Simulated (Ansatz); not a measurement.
# Σ5 (210) boundary in fcc Ni with C (interstitial): structure and resistance, part 2 of 2

Wanted: what the Σ5 (210) boundary in fcc Ni with C (interstitial) costs an interconnect.

Ansatz 0.2.0; Ansatz plane-wave DFT, PBE, PAW files, collinear spin; relaxation of a bicrystal slab with its lowest layers held; PAW set soft_1 (the session's first sound run).

So far. Step 2 (Relaxing the bicrystal): The largest force component on a free atom ends at 0.0050 eV/Å, under the tolerance of 0.03, after 11 steps.

## Step 3: Transmission across the boundary

Bulk layers of each grain are laid under and over the relaxed boundary, and a lead is named in the middle of each, away from the free faces. The mesh across the current, 20×20, is finer than the density's, because channels open and close sharply across the zone. Energies from -0.1 to 0.1 eV in steps of 0.05 eV are too few for the program's thermal sum, so it prints no conductance; for a metal the transmission near the Fermi level serves, at a fraction of the cost.

This step: Ansatz plane-wave DFT, PBE, PAW files, collinear spin; ballistic transport by layer matching (Landauer), zero bias; boundary relaxed in a short slab, bulk layers laid on; PAW set soft_1 (Ansatz 0.2.0).

System of this step: Σ5 (210) boundary in fcc Ni with C (interstitial). The cell holds 55 atoms: 54 Ni and 1 C. Its edges and angles: a = 4.316 Å, b = 3.524 Å, c = 50.227 Å, α = 90.0°, β = 90.0°, γ = 65.9°. It derives from Ni. Regions: lower grain, 22 atoms (22 Ni); boundary, 15 atoms (14 Ni and 1 C); upper grain, 18 atoms (18 Ni). Vacuum lies along c.

input.yaml reads:

```yaml
crystal:
  lattice:
    - [4.3160009268, 0.0, 0.0]
    - [1.4386669756, 3.2169571544, 0.0]
    - [0.0, 0.0, 50.2266117697]
  atoms:
    - { symbol: Ni, position: [-17.4, 8.6999999999, 0.079639057], spin: 1.0 }
    - { symbol: Ni, position: [-16.8, 8.3999999999, 0.0953277593], spin: 1.0 }
    - { symbol: Ni, position: [-16.2, 8.0999999999, 0.1110164615], spin: 1.0 }
    - { symbol: Ni, position: [-15.6, 7.7999999999, 0.1267051637], spin: 1.0 }
    - { symbol: Ni, position: [-15.0, 7.4999999999, 0.1423938659], spin: 1.0 }
    - { symbol: Ni, position: [-14.4, 7.1999999999, 0.1580825681], spin: 1.0 }
    - { symbol: Ni, position: [-13.8, 6.8999999999, 0.1737712703], spin: 1.0 }
    - { symbol: Ni, position: [-13.2, 6.5999999999, 0.1894599725], spin: 1.0 }
    - { symbol: Ni, position: [-12.6, 6.2999999999, 0.2051486748], spin: 1.0 }
    - { symbol: Ni, position: [-12.0, 5.9999999999, 0.220837377], spin: 1.0 }
    - { symbol: Ni, position: [-11.4, 5.6999999999, 0.2365260792], spin: 1.0 }
    - { symbol: Ni, position: [-10.8, 5.3999999999, 0.2522147814], spin: 1.0 }
    - { symbol: Ni, position: [-10.2, 5.0999999999, 0.2679034836], spin: 1.0 }
    - { symbol: Ni, position: [-9.6, 4.7999999999, 0.2835921858], spin: 1.0 }
    - { symbol: Ni, position: [-9.0, 4.5, 0.2992808881], spin: 1.0 }
    - { symbol: Ni, position: [-8.4, 4.2, 0.3149695903], spin: 1.0 }
    - { symbol: Ni, position: [-7.8, 3.9, 0.3306582925], spin: 1.0 }
    - { symbol: Ni, position: [-7.2, 3.6, 0.3463469947], spin: 1.0 }
    - { symbol: Ni, position: [-6.6, 3.3, 0.3620356969], spin: 1.0 }
    - { symbol: Ni, position: [-6.0, 3.0, 0.3777243991], spin: 1.0 }
    - { symbol: Ni, position: [-5.4, 2.7, 0.3934131013], spin: 1.0 }
    - { symbol: Ni, position: [-4.8, 2.4, 0.4091018036], spin: 1.0 }
    - { symbol: Ni, position: [0.8, 0.1, 0.4247905058], spin: 1.0 }
    - { symbol: Ni, position: [0.3987920581, 0.8006039709, 0.4401930236], spin: 1.0 }
    - { symbol: Ni, position: [-0.0027604234, 0.5013802117, 0.456124371], spin: 1.0 }
    - { symbol: Ni, position: [0.598968857, 0.2005155715, 0.471787094], spin: 1.0 }
    - { symbol: Ni, position: [0.1976416158, 0.9011791921, 0.4861507055], spin: 1.0 }
    - { symbol: Ni, position: [0.7911716521, 0.604414174, 0.5041136181], spin: 1.0 }
    - { symbol: Ni, position: [0.4218474635, 0.2890762682, 0.5221444994], spin: 1.0 }
    - { symbol: Ni, position: [0.033759638, -0.016879819, 0.532012757], spin: 1.0 }
    - { symbol: C, position: [0.508197687, 0.7459011565, 0.5368740358] }
    - { symbol: Ni, position: [0.8738386279, 0.5630806861, 0.5603939231], spin: 1.0 }
    - { symbol: Ni, position: [0.3011134069, 0.8494432966, 0.5747495141], spin: 1.0 }
    - { symbol: Ni, position: [0.7032676242, 0.1483661879, 0.5915445531], spin: 1.0 }
    - { symbol: Ni, position: [0.1026496175, 0.4486751913, 0.6064864535], spin: 1.0 }
    - { symbol: Ni, position: [0.5008923141, 0.749553843, 0.6220785976], spin: 1.0 }
    - { symbol: Ni, position: [0.9040256033, 0.0479871983, 0.6379643031], spin: 1.0 }
    - { symbol: Ni, position: [-4.6959743967, 2.3479871983, 0.6536530053], spin: 1.0 }
    - { symbol: Ni, position: [-5.2959743967, 2.6479871983, 0.6693417075], spin: 1.0 }
    - { symbol: Ni, position: [-5.8959743967, 2.9479871983, 0.6850304097], spin: 1.0 }
    - { symbol: Ni, position: [-6.4959743967, 3.2479871983, 0.7007191119], spin: 1.0 }
    - { symbol: Ni, position: [-7.0959743967, 3.5479871983, 0.7164078142], spin: 1.0 }
    - { symbol: Ni, position: [-7.6959743967, 3.8479871983, 0.7320965164], spin: 1.0 }
    - { symbol: Ni, position: [-8.2959743967, 4.1479871983, 0.7477852186], spin: 1.0 }
    - { symbol: Ni, position: [-8.8959743967, 4.4479871983, 0.7634739208], spin: 1.0 }
    - { symbol: Ni, position: [-9.4959743967, 4.7479871983, 0.779162623], spin: 1.0 }
    - { symbol: Ni, position: [-10.0959743967, 5.0479871983, 0.7948513252], spin: 1.0 }
    - { symbol: Ni, position: [-10.6959743966, 5.3479871983, 0.8105400275], spin: 1.0 }
    - { symbol: Ni, position: [-11.2959743966, 5.6479871983, 0.8262287297], spin: 1.0 }
    - { symbol: Ni, position: [-11.8959743966, 5.9479871983, 0.8419174319], spin: 1.0 }
    - { symbol: Ni, position: [-12.4959743966, 6.2479871982, 0.8576061341], spin: 1.0 }
    - { symbol: Ni, position: [-13.0959743966, 6.5479871982, 0.8732948363], spin: 1.0 }
    - { symbol: Ni, position: [-13.6959743966, 6.8479871982, 0.8889835385], spin: 1.0 }
    - { symbol: Ni, position: [-14.2959743966, 7.1479871982, 0.9046722407], spin: 1.0 }
    - { symbol: Ni, position: [-14.8959743966, 7.4479871982, 0.920360943], spin: 1.0 }
magnetization:
  spin_polarized: true
kpoints:
  mp_grid: { grid: [8, 8, 1] }
hamiltonian:
  xc: pbe
  pseudopotentials: { kind: paw, azcp: { folder: soft_1 } }
scf:
  occupations: { method: fermi_dirac, width: 0.1 }
output:
  transmission:
    leads: [[12, 13], [44, 45]]
    kmesh: [20, 20]
    e_range: [-0.1, 0.1]
    de: 0.05
  write_potential: true
  write_density: true
  volumetric_format: npy
  elf: true
```

Started as:

```sh
$ ansatz run input.yaml --threads 4 --pin off --max-ram 15360MiB --backend cpu --events-out ev --progress --plain --runs-dir out
```

Numbers of over 12 decimals in the logs are rounded to 6 here.

What it wrote:

```text
[...]
Crystal: 55 atoms, lattice volume = 697.366 Å³
Basis set: ecut = 420 eV, 13475 PW (Γ)
Bands: 618, of which v1, the nominal top of the filled ones, is band 488 counted from 1 (487 counted from 0)
Symmetry: 2 space group operations
[...]
k-points: 21 of 64 (time reversal used)
[...]
Starting moments: Σ|m| = 54 μB on 54 of 55 sites
[...]
SCF iter   1: F=—  HF=-315553.988147 eV  |F-HF|=—  |Δ(HF+E_count)|=         —  Δρ=4.85e-2 (↑4.85e-2 ↓3.95e-2)  dr2=9.38e1  dr2_m=2.74e0  M=43.493 μB ∫|m|=46.190 μB  β_m=0.30  ethr=3.10e-3  ⟨swp⟩=6.0  Hψ=97852  notcnv=0  defer=2192
[...]
SCF iter  20: F=-315591.657229 eV  HF=-315591.657229 eV  |F-HF|=3.52e-8  |Δ(HF+E_count)|=   1.16e-9  Δρ=8.38e-7 (↑4.66e-7 ↓8.38e-7)  dr2=3.57e-8  dr2_m=4.00e-10  M=32.277 μB ∫|m|=36.709 μB  ethr=2.90e-12  ⟨swp⟩=9.5  Hψ=125811  notcnv=0
SCF 1 converged in 20 iterations: F = -315591.657229 eV  dr2 = 3.57e-8
[...]
transmission: 804 of 7992 steps passed
transmission: 1604 of 7992 steps passed
[...]
transmission: 7992 of 7992 steps passed
WARN: The input density's exchange-correlation potential varies sharply where the density is thin. Do not read a vacuum level from v_tot or v_xc, or from such a field of the output density. On a cell that repeats whose density bears no net charge and no dipole along the vacuum's axis use v_es (v_loc + v_h of the components); under efield.dipole_correction with no amplitude use v_es + v_field, which holds any external [...]
some or all of what a close reads of its open shells is tried by no SCF: some or all of their fillings by name were not asked, since the model of its bands would take too long in so large a cell. Whether a lower state lies along it is not known (a run that goes on reads the state that it goes on from)
SCF converged after 20 iterations
the last check of whether an eigenvalue changes by more than its tolerance under the output density was not made (no_room)
Magnetization: 32.2765 μB (504.1383 up, 471.8617 down)
Absolute magnetization: 36.7594 μB (∫|ρ↑−ρ↓|, with the PAW one-centre terms)
[...]
Per-site moments (μB) at R_I (Å): [(0.825127, 1.027886), (0.745476, 1.027886), (0.673297, 1.027886), (0.678462, 1.027886), (0.689285, 1.027886), (0.684544, 1.027886), (0.661044, 1.027886), (0.678739, 1.027886), (0.676944, 1.027886), (0.662501, 1.027886), (0.672686, 1.027886), (0.675459, 1.027886), (0.670526, 1.027886), (0.667495, 1.027886), (0.673200, 1.027886), (0.671423, 1.027886), (0.672092, 1.027886), (0.670110,  [...]
Free energy (F): -315591.657229 eV
[...]
Internal energy: -315588.715651 eV  (E = F + TS)
E sigma→0 (E₀):  -315590.186440 eV
Entropy (-TS):   -2.941578 eV (-53.483 meV/atom)
Fermi energy:    14.584927 eV
[...]
--- Band table (eV; the first three rows and the last of 42) ---
  k-point 0 ↑: bands = [... 484 lower, 14.0269, 14.0442, 14.0477, 14.0629, 14.0676, 14.0714, 14.0785, 14.0892, ... 126 higher]
  k-point 1 ↑: bands = [... 484 lower, 13.9786, 13.9899, 13.9951, 13.9988, 14.0028, 14.0124, 14.0154, 14.0262, ... 126 higher]
  k-point 2 ↑: bands = [... 484 lower, 13.9560, 13.9726, 13.9845, 13.9905, 13.9933, 14.0045, 14.0088, 14.0139, ... 126 higher]
  k-point 20 ↓: bands = [... 484 lower, 14.7546, 14.7725, 14.7863, 14.7907, 14.8067, 14.8283, 14.8398, 14.8519, ... 126 higher]
--- Transmission ---
  basis      : 117 plane waves across, 36 finite elements along
  points     : 111, standing for a mesh of 20 x 20
  energies   : 5 from -0.100000 to 0.100000 eV about the Fermi level, 0.050000 eV apart; the leads are filled to 0.000000 eV, and channels, transmission and decay are at 0.000000 eV
  crystal 0  : Ni3, at the sites [12, 13], period 2.3640 Å, over 18.12 Å; its Hamiltonian steps by up to 4.7 meV
    offset         : up to 0.0000 Å between an atom of the period and one for which it stands
    channels       : 1.822500e0 up, 4.800000e0 down
    conductance    : none, the energies end too early or step too widely for 300 K: set another output.transmission.e_range or a lower de, or, where they end at an eighth of basis.ecutwfc, a higher one
[...]
channels       : 1.822500e0 up, 4.810000e0 down
[...]
junction   : crystal 0 to crystal 1, 12.76 to 36.87 Å
    transmission   : 1.239548e0 up, 1.713975e0 down
[...]
```

Wall time 1.6 h (4 threads of Arm Neoverse V1, shared host); peak memory 9.7 GiB.

In the SCF lines HF is the Harris–Foulkes energy and dr2 the Hartree energy of the density residual, in eV; the loop may stop once dr2 is under the threshold and the program's other checks hold. Hψ counts applications of the Hamiltonian.

Numbers from this step:

| Quantity | Value |
| --- | --- |
| free energy | -315591.6572 eV |
| energy at zero smearing | -315590.1864 eV |
| Fermi energy | 14.58 eV |
| magnetization | 32.28 μB |
| absolute magnetization | 36.76 μB |
| cell area | 13.88 Å² |
| transmission, spin up | 1.240 |
| transmission, spin down | 1.714 |
| open channels, spin up | 1.823 |
| open channels, upper lead, spin up | 1.823 |
| open channels, spin down | 4.8 |
| open channels, upper lead, spin down | 4.81 |
| step of the lead's potential | 4.7 meV |
| step of the upper lead's potential | 4.7 meV |

Per spin. The transmission, zone mean by energy, zero at the Fermi level:

```csv
energy (eV),T up,T down
-0.1000,1.23,1.63
-0.0500,1.21,1.69
0.0000,1.24,1.71
0.0500,1.24,1.69
0.1000,1.27,1.67
```

Per spin. Open channels, zone mean against energy, zero at the Fermi level:

```csv
energy (eV),lead up,upper lead up,lead down,upper lead down
-0.1000,1.72,1.72,4.53,4.54
-0.0500,1.75,1.75,4.68,4.68
0.0000,1.82,1.82,4.8,4.81
0.0500,1.83,1.83,4.79,4.79
0.1000,1.85,1.85,4.92,4.94
```

Transmission over k1 and k2. At 0.0000 eV from the Fermi level, spin up.

Values, 12 rows by 16 columns, each cell a mean:
```
1.83 1.75 1.66 1.64 1.64 1.70 1.80 1.59 1.27 0.92 0.96 0.88 0.87 0.95 0.94 1.33
1.88 1.82 1.69 1.68 1.75 1.79 1.50 0.98 0.53 0.86 0.97 0.98 0.93 0.64 0.68 1.16
1.30 1.73 1.78 1.68 1.33 1.33 0.94 0.89 0.97 0.97 0.97 0.97 0.98 0.92 0.89 1.23
1.57 1.49 1.49 1.56 1.43 0.99 0.92 0.95 0.91 0.90 0.90 0.92 0.94 0.91 1.15 1.52
1.59 1.59 1.61 1.62 1.39 0.81 0.82 0.91 0.88 0.88 0.89 0.87 0.79 1.17 1.53 1.60
1.48 1.52 1.58 1.61 1.33 0.65 0.71 0.91 0.90 0.91 0.68 0.68 1.27 1.59 1.59 1.52
1.55 1.59 1.59 1.33 0.75 0.80 0.90 0.88 0.88 0.91 0.73 0.83 1.53 1.61 1.58 1.55
1.62 1.55 1.23 0.88 0.90 0.91 0.89 0.88 0.90 0.93 0.84 0.95 1.53 1.59 1.61 1.57
1.24 1.30 0.96 0.97 0.96 0.94 0.93 0.94 0.96 0.95 0.94 1.24 1.24 1.58 1.67 1.49
1.66 1.05 0.64 0.79 0.98 0.99 0.98 0.89 0.66 0.88 1.28 1.70 1.80 1.72 1.74 1.86
1.77 1.14 0.83 0.85 0.92 0.94 0.94 0.88 0.99 1.44 1.81 1.73 1.66 1.64 1.67 1.81
1.26 1.56 1.45 1.40 1.30 1.36 1.48 1.37 1.22 1.73 1.76 1.67 1.64 1.67 1.76 1.70
```
Columns: k1 (b1) from -0.5 to 0.45; rows upwards: k2 (b2) from -0.5 to 0.45.

Open channels over k1 and k2. At 0.0000 eV from the Fermi level, spin up.

Values, 12 rows by 16 columns, each cell a mean:
```
3.00 3.00 3.00 3.00 3.00 3.00 3.00 2.68 2.40 1.60 1.60 1.12 1.12 1.60 1.84 2.48
3.00 3.00 3.00 3.00 3.00 2.92 2.32 1.36 1.16 1.00 1.00 1.00 1.00 1.00 1.12 1.84
2.52 3.00 3.00 3.00 2.40 2.00 1.16 1.00 1.00 1.00 1.00 1.00 1.00 1.00 1.00 1.80
2.00 2.00 2.00 2.00 2.00 1.60 1.00 1.00 1.00 1.00 1.00 1.00 1.00 1.16 1.76 2.00
2.00 2.00 2.00 2.00 2.00 1.60 1.00 1.00 1.00 1.00 1.00 1.00 1.32 1.88 2.00 2.00
2.00 2.00 2.00 2.00 1.88 1.24 1.00 1.00 1.00 1.00 1.00 1.00 2.00 2.00 2.00 2.00
2.00 2.00 2.00 2.00 1.48 1.00 1.00 1.00 1.00 1.00 1.00 1.80 2.00 2.00 2.00 2.00
2.00 2.00 1.88 1.32 1.00 1.00 1.00 1.00 1.00 1.00 1.00 1.80 2.00 2.00 2.00 2.00
2.00 1.76 1.16 1.00 1.00 1.00 1.00 1.00 1.00 1.00 1.00 1.80 2.12 2.60 2.60 2.60
2.80 1.60 1.00 1.00 1.00 1.00 1.00 1.00 1.00 1.16 2.00 2.88 3.00 3.00 3.00 3.00
2.84 2.04 1.44 1.20 1.00 1.08 1.20 1.20 2.00 2.32 2.92 3.00 3.00 3.00 3.00 3.00
2.52 2.84 2.60 2.60 2.20 2.36 2.60 2.60 2.52 3.00 3.00 3.00 3.00 3.00 3.00 3.00
```
Columns: k1 (b1) from -0.5 to 0.45; rows upwards: k2 (b2) from -0.5 to 0.45.

Transmission over k1 and k2. At 0.0000 eV from the Fermi level, spin down.

Ten even steps from '0' (1.01) to '9' (2.69):
```
01133331101233333321
11256521123332123332
35677653133331133331
78888874423322233244
66556653210111101235
57975442100000001244
79974430011111100344
99964521545454512546
99965516656656615569
99966487667667846699
99655166566566155699
96452154545451254699
74430011111100344799
54421000000012445797
65321011110123566556
74423322233244788888
31333311333313567765
12333212333211256521
01233333321011333311
00034543000003454300
```
Columns: k1 (b1) from -0.5 to 0.45; rows upwards: k2 (b2) from -0.5 to 0.45.

Open channels over k1 and k2. At 0.0000 eV from the Fermi level, spin down.

Values, 12 rows by 16 columns, each cell a mean:
```
5.00 5.00 5.60 5.52 5.44 5.36 5.00 5.32 5.48 5.00 5.00 5.80 5.48 5.00 5.00 5.80
5.80 5.80 5.92 6.00 5.96 5.80 5.44 5.04 5.00 4.92 4.44 4.36 5.00 4.92 5.04 5.36
5.40 5.16 4.80 5.28 5.52 5.76 5.04 4.16 3.80 3.40 2.80 3.28 3.92 4.24 4.84 5.88
4.92 5.64 5.64 4.28 4.00 3.84 3.24 3.00 2.80 2.00 2.24 2.88 3.00 3.40 4.00 4.00
7.12 7.36 6.04 4.28 3.96 3.56 3.68 4.00 4.40 4.64 3.92 3.84 3.16 3.88 4.24 5.20
8.00 8.00 6.44 4.28 4.04 4.36 4.84 5.00 5.88 5.24 5.00 4.68 3.68 4.24 6.16 7.84
7.44 6.16 4.48 4.00 3.20 4.24 4.60 5.72 5.08 4.60 4.00 3.44 4.00 4.64 6.80 7.92
5.48 4.12 4.00 3.36 3.04 3.12 2.64 2.72 3.20 3.20 3.20 3.84 4.00 4.64 5.96 6.20
4.72 4.96 4.24 3.68 3.00 2.60 2.00 2.48 3.12 3.60 4.20 5.08 4.60 4.52 4.64 4.96
5.92 5.60 4.88 4.88 4.80 4.00 4.24 4.88 4.88 4.88 5.84 6.00 6.00 6.00 6.00 6.00
5.32 5.48 5.00 5.00 5.28 5.28 4.92 5.00 5.28 5.36 5.12 5.36 5.80 5.88 5.52 5.20
5.56 5.00 4.76 5.48 6.00 5.60 4.64 4.88 5.80 4.76 4.76 5.80 5.60 5.52 4.80 4.88
```
Columns: k1 (b1) from -0.5 to 0.45; rows upwards: k2 (b2) from -0.5 to 0.45.

Spin density in the ca plane at fractional y = 0.746, with atoms of Ni and C within 0.2 Å of it.

Ten even steps from '0' (0.0 e/Å³) to '9' (1.7 e/Å³), each cell a mean:
```
00000000000000000000000000000000000000000000
00000000000000000000000000000000000000000000
00000000000000000010000000000000000000001210
00341000000000000000000000000000000000003510
01781000000000000000000000000000015300000100
00110000252000000000000000000000029600000000
00000000384000000000000000012000001100000000
00000000010000011000000000012000000000000000
00000000000000011000000000000000000000000000
00000000000000000000000000000000000000000000
00000000000000000000000000000000000000000000
```
Columns run along c (16.0 Å, from fractional 0.38 to 0.69 of the cell), rows up along a (4.3 Å). Atoms in or near the plane, at fractional coordinates: Ni at (0.39, 0.60), Ni at (0.44, 0.40), C at (0.54, 0.51), Ni at (0.62, 0.50).

Electrostatic potential energy in the ca plane at fractional y = 0.746, with atoms of Ni and C within 0.2 Å of it. With pseudopotentials it is smooth inside the atoms' cores, unlike the true potential.

Values in eV, 6 rows by 16 columns, each cell a mean:
```
13 15 14 11  1 14  1  9 11 -5 11 13 14 13 11 10
 4  1 15 14 13 14 -5  3  8 -5 12 15  7 13  0  0
 2  3  9 -2 12 16  5  4 -9  9  9 10  4  3  1  0
 8  5  5  7  6  3  9 10 -3  1 -2  9 -1  6 15 12
11 15 13  2 12 -5  2 10  7  5 -2 14 12 15 15 -1
 2 14 14 14  9  7 11  8  3 13 13 11 13 11 15  3
```
Columns run along c (16.0 Å, from fractional 0.38 to 0.69 of the cell; values clipped at the 3rd and 97th percentile), rows up along a (4.3 Å). Atoms in or near the plane, at fractional coordinates: Ni at (0.39, 0.60), Ni at (0.44, 0.40), C at (0.54, 0.51), Ni at (0.62, 0.50).

Valence density in the ca plane at fractional y = 0.746, with atoms of Ni and C within 0.2 Å of it. It is the smooth field of the valence electrons, not physical close to the nuclei.

Ten steps, logarithmic in the rise over the least value, from '0' (0 e/Å³) to '9' (40 e/Å³), each cell a mean:
```
00000000001221000111000012210000100000000000
00000000001110001353100024531000000000002210
01331000000000002575200113420000000000026751
14785100000000001453112221110000024310037862
15996101243100000111123321100000168841024541
03663102687200000000123321133200269951001110
00111003798300122100012211367510146520000000
00000001454101355200011111378510011100000012
11000000111001355200012100134200000000000124
21100000000000122100122100001000000000000123
11000000000110000000012100000000100011000011
```
Columns run along c (16.0 Å, from fractional 0.38 to 0.69 of the cell), rows up along a (4.3 Å). Atoms in or near the plane, at fractional coordinates: Ni at (0.39, 0.60), Ni at (0.44, 0.40), C at (0.54, 0.51), Ni at (0.62, 0.50).

Nearest the Fermi level spin up passes 1.24 of 1.82 channels of the lower lead and spin down 1.71 of 4.8.

## Step 4: Specific resistance

This step: Ansatz plane-wave DFT, PBE, PAW files, collinear spin; ballistic transport by layer matching (Landauer), zero bias; specific resistance of the boundary; PAW set soft_1 (Ansatz 0.2.0).

Numbers from this step:

```
area resistance                      : 0.5429 fΩ m²
T over the leads' mean channel count : 0.4461
spin asymmetry γ                     : 0.2125 (R down - R up) / (R down + R up)
```

Averaged over the energies near the Fermi level, 44.6 % of the channels pass, which makes 0.543 fΩ m².

By hand, with means over the energies near the Fermi level: RA per spin = A (h/e²)(1/T − ½[1/N₁ + 1/N₂]); spin up: 13.88×10⁻²⁰ m² × 25 813 Ω × (1/1.240 − ½[1/1.796 + 1/1.796]) = 0.896 fΩ m²; spin down: 13.88×10⁻²⁰ m² × 25 813 Ω × (1/1.680 − ½[1/4.745 + 1/4.752]) = 1.38 fΩ m². The spins conduct in parallel, so 1/RA = 1/0.896 + 1/1.38 and RA = 0.543 fΩ m²; γ = (1.38 − 0.896)/(1.38 + 0.896) = 0.21.

## Step 5: Outcome

- specific resistance of the boundary: 0.543 fΩ m²
- share of channels that pass: 0.446

The boundary has a specific resistance of 0.54 fΩ m². The boundary reflects 55 % of the channels; 0.54 fΩ m² is 5.4×10⁻¹² Ω·cm². That equals the resistance of 7.5 nm of bulk Ni at 300 K (measured 7.2 µΩ cm, CRC Handbook of Chemistry and Physics, 84th ed., 2003, Electrical Resistivity of Pure Metals). One C in 13.9 Å² of boundary is a high coverage. In the relaxation the upper grain slid sideways by about 0.4 Å, so the result belongs to the position that it found, not to the starting one. One starting structure was relaxed; another shift or atom count at the boundary may lie lower. One magnetic start was tried, and the two spins conduct in parallel without mixing.

[Logs are printed without paths, hosts, clocks, repeated set-up lines and the standing remarks that a program may print on its own settings, such as how far it seeks lower states.]

[Hosts, paths, dates, database ids (printed as entryN), source tags and the programs' standing remarks are cut or masked in the printed files.]
